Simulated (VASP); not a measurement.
**A VASP 6.6.1 single-point calculation on AgCl**

INCAR

```
LASPH = .TRUE.
SIGMA = 0.02
EDIFF = 1E-7
BMIX = 0.0001
ISIF = 2
NSW = 0
LREAL = .FALSE.
IMIX = 1
PREC = Accurate
NBANDS = 16
AMIX = 1.5
ENCUT = 520
LWAVE = .FALSE.
NELM = 81
GGA = PE
LCHARG = .FALSE.
IBRION = -1
ISMEAR = -1
```

KPOINTS

```
KPOINTS created by Atomic Simulation Environment
0
Gamma
8 8 8
0 0 0
```

POSCAR

```
Ag Cl
 1.0000000000000000
     0.0000000000000000    2.8538718852999998    2.6871714188000002
     2.8538718852999998    0.0000000000000000    2.6871714188000002
     2.8538718852999998    2.8538718852999998    0.0000000000000000
 Ag  Cl
   1   1
Cartesian
  0.0000000000000000  0.0000000000000000  0.0000000000000000
  2.8538718852999998  2.8538718852999998  2.6871714188000002
```

The recommended PBE PAW datasets give the neutral cell 18 valence electrons.

Command

```
mpirun -np 1 vasp_std
```

Question: Predict the outcome of this run.

Answer: It didn't converge.

OSZICAR

```
N       E                     dE             d eps       ncg     rms          rms(c)
DAV:   1     0.101310701668E+03    0.10131E+03   -0.86580E+03  1912   0.101E+03
DAV:   2    -0.188314112597E+01   -0.10319E+03   -0.94522E+02  2384   0.222E+02
DAV:   3    -0.555929563121E+01   -0.36762E+01   -0.36679E+01  2304   0.442E+01
DAV:   4    -0.558512604581E+01   -0.25830E-01   -0.25829E-01  2504   0.403E+00
DAV:   5    -0.558548477052E+01   -0.35872E-03   -0.35872E-03  2296   0.462E-01    0.584E+00
DAV:   6    -0.692781826380E+01   -0.13423E+01   -0.55663E+00  2424   0.307E+01    0.685E+00
DAV:   7    -0.219170511076E+02   -0.14989E+02   -0.65562E+01  2408   0.989E+01    0.383E+01
DAV:   8    -0.377399998543E+03   -0.35548E+03   -0.19403E+03  2760   0.388E+02    0.310E+03
DAV:   9    -0.263395616965E+04   -0.22566E+04   -0.23529E+04  2544   0.671E+02    0.466E+03
DAV:  10    -0.540077267132E+04   -0.27668E+04   -0.50009E+04  3768   0.580E+02    0.553E+03
...
DAV:  73    -0.101721978081E+05   -0.10299E+04   -0.89561E+04  2616   0.153E+03    0.607E+03
DAV:  74    -0.910594177353E+04    0.10663E+04   -0.68815E+04  3768   0.551E+02    0.600E+03
DAV:  75    -0.101816458583E+05   -0.10757E+04   -0.89827E+04  2680   0.154E+03    0.597E+03
DAV:  76    -0.909330019964E+04    0.10883E+04   -0.68850E+04  3760   0.558E+02    0.598E+03
DAV:  77    -0.101989370248E+05   -0.11056E+04   -0.89891E+04  2688   0.155E+03    0.598E+03
DAV:  78    -0.912893056208E+04    0.10700E+04   -0.69044E+04  3768   0.550E+02    0.601E+03
DAV:  79    -0.101933029405E+05   -0.10644E+04   -0.89301E+04  2696   0.154E+03    0.603E+03
DAV:  80    -0.912437717340E+04    0.10689E+04   -0.68744E+04  3752   0.550E+02    0.602E+03
DAV:  81    -0.101669323874E+05   -0.10426E+04   -0.89226E+04  2624   0.153E+03
   1 F= -.10166932E+05 E0= -.10166932E+05  d E =-.100783E-02
```

Standard output (part)

```
POSCAR found type information on POSCAR AgCl
 POSCAR found :  2 types and       2 ions
 LDA part: xc-table for (Slater+PW92), standard interpolation
 POSCAR, INCAR and KPOINTS ok, starting setup
 WAVECAR not read
 entering main loop
|     The electronic self-consistency was not achieved in the given           |
|     number of steps (NELM). The forces and other quantities evaluated       |
|     might not be reliable so examine the results carefully. If you find     |
|     spurious results, we suggest increasing NELM, if you were close to      |
|     convergence or switching to a different ALGO or adjusting the           |
|     density mixing parameters otherwise.                                    |
```

The fault: mixing far too strong.
